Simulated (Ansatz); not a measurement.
**Moving the dispersion correction in Ge**

The cell as given:

Symmetry: Pm-3m, No. 221, cubic system. The conventional cell has a = 2.710 Å, b = 2.710 Å, c = 2.710 Å, α = 90.00°, β = 90.00°, γ = 90.00°. Ge (site symmetry m-3m) has 6 Ge at 2.71 Å as nearest neighbours.

This isn't the form of Ge at room conditions, which is diamond.

Kept alike: task relaxation of cell and atoms; functional PBE; k mesh 10 × 10 × 10; occupations fermi-dirac, width 0.05 eV; no spin polarisation. Program: Ansatz, Ansatz PAW, cutoff 420 eV. The mesh is that of the run's cell of 1 atom. No spin-orbit coupling.

```csv
dispersion correction,volume (Å³/atom)
D3(BJ),19.013
D4,19.003
none,19.771
```

The relaxations keep at least the cell's symmetry (Pm-3m). For a metal such a mesh leaves the last digits unconverged. Relaxations stop with a little pressure left, so the last digits of a volume or edge aren't settled.

Q: What does the dispersion correction change here?

A: The volume runs from 19.003 (D4) to 19.771 Å³/atom (none). Against no correction: D3(BJ) -3.8 %; D4 -3.9 %. Dispersion terms mostly attract and so lower the volume; the schemes' coefficients and damping set how far.
